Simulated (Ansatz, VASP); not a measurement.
**Two plane-wave programs on MgS**

```
Mg S
1.0
     0.00000    2.61029    2.61029
     2.61029    0.00000    2.61029
     2.61029    2.61029    0.00000
Mg S
1 1
Direct
  0.00000 0.00000 0.00000
  0.50000 0.50000 0.50000
```

Change from the starting cell: volume scaled by 1.01, PAW files.

Alike in both runs: task electric field gradients; functional LDA; k mesh 8 × 8 × 8; occupations fermi-dirac, width 0.01 eV; no spin polarisation.

|  | VASP | Ansatz |
| --- | --- | --- |
| version | VASP 6.6.1 | Ansatz 0.2.0 |
| potentials or method | VASP PAW LDA potentials, release 64 (Mg, S) | PAW with Ansatz's default frozen-core files, scalar-relativistic |
| plane-wave cutoff (eV) | 520 | 420 |
| valence electrons in the cell | 8 | 16 |

```csv
,VASP,Ansatz,Ansatz less VASP
gap on the k mesh at the Fermi level (eV),2.54,2.54,+0.002
pressure (GPa),-4.5,-4.0,+0.56
Vzz of the field gradient on the site that differs most (V/Å²),0.0,0.0,0.00
```

The two sets of potentials don't hold the same shells in valence.

A k mesh can miss the band edges.
